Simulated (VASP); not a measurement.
# HfO₂: optical spectrum of independent particles, by functional and spin-orbit coupling

HfO₂, Fm-3m (no. 225), 3 atoms in the cell.

| Functional | Spin-orbit coupling | ε at zero frequency, electronic | Mean energy of the absorption, weighted by Im ε (eV) | Refractive index at 633 nm | Refractive index at 1064 nm | Direct gap on the mesh (eV) | Time (s) |
|---|---|---|---|---|---|---|---|
| PBE | no | 5.34 | 9.49 | 2.37 | 2.33 | 3.73 | 6.6 |
| LDA | no | 5.54 | 9.41 | 2.42 | 2.38 | 3.53 | 5.2 |
| PBEsol | no | 5.46 | 9.46 | 2.40 | 2.36 | 3.61 | 6.1 |
| r2SCAN | no | 4.83 | 9.93 | 2.25 | 2.21 | 4.22 | 36 |
| AM05 | no | 5.42 | 9.48 | 2.39 | 2.35 | 3.65 | 9.3 |
| PBE | yes | 5.38 | 9.45 | 2.38 | 2.34 | 3.71 | 25 |

Limits: The 6×6×6 mesh is coarse for a spectrum: peaks stand apart that a denser mesh merges; rows 1, 2, 3, 4, 5: spin-orbit coupling is left out, which can matter with atoms this heavy; the pull between electron and hole is left out; the onset follows the functional's gap, which semilocal functionals usually make too small.

## Input of the first row

INCAR:
```
PREC = Accurate
ENCUT = 460
ISMEAR = 0
SIGMA = 0.02
EDIFF = 1E-7
LASPH = True
KPAR = 4
LWAVE = True
LCHARG = False
LOPTICS = True
ALGO = Normal
NBANDS = 31
NEDOS = 2000
CSHIFT = 0.1
GGA = PE
```

KPOINTS:
```
k-points
0
Gamma
  6 6 6
```

POSCAR:
```
HfO2
1.0
    0.0000000000      2.5575000000      2.5575000000
    2.5575000000      0.0000000000      2.5575000000
    2.5575000000      2.5575000000      0.0000000000
Hf O
1 2
Direct
    0.0000000000      0.0000000000      0.0000000000
    0.7500000000      0.7500000000      0.7500000000
    0.2500000000      0.2500000000      0.2500000000
```

Commands:
```
cat potpaw_PBE.64/Hf_pv/POTCAR potpaw_PBE.64/O/POTCAR > POTCAR
mpirun -np 4 vasp_std > vasp.out
```

Changes of the last row against the first:
```
- NBANDS = 31
+ NBANDS = 62
+ LSORBIT = True
+ MAGMOM = 9*0
+ GGA_COMPAT = False
- vasp_std
+ vasp_ncl
```

VASP 6.6.1 took 6.6 s on 4 cores (AMD EPYC 7R43 (Zen 3)), a shared host.
